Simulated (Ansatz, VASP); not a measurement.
# One calculation of Be, two programs

```
CELL_PARAMETERS angstrom
2.00101 -2.00101 -2.00101
-2.00101 -2.00101 2.00101
-4.00203 0.00000 -4.00203
ATOMIC_POSITIONS crystal
Be 0.75000 0.25000 0.75000
Be 0.25000 0.75000 0.25000
Be 0.25000 0.75000 0.75000
Be 0.75000 0.25000 0.25000
Be 0.00000 0.00000 0.50000
Be 0.50000 0.50000 0.00000
```

Alike in both runs: task single point; functional PBE; k mesh 6 × 6 × 4; occupations gaussian, width 0.2 eV; no spin polarisation.

|  | VASP | Ansatz |
| --- | --- | --- |
| version | VASP 6.6.1 | Ansatz 0.2.0 |
| potentials or method | VASP PAW PBE potentials, release 64 (Be) | scalar-relativistic, plane waves, PAW |
| plane-wave cutoff (eV) | 520 | 420 |
| valence electrons in the cell | 12 | 12 |

VASP gave:

| Property | Result |
| --- | --- |
| gap on the k mesh at the Fermi level (eV) | none |
| pressure (GPa) | 0.3 |

**Question.** Which values does Ansatz return?

**Answer.** gap on the k mesh at the Fermi level (eV): none; pressure (GPa): 0.2.

A gap of «none» marks a metal or a gap that the smearing closes.

Caveats: the real-space grid breaks the cell's symmetry a little (VASP).
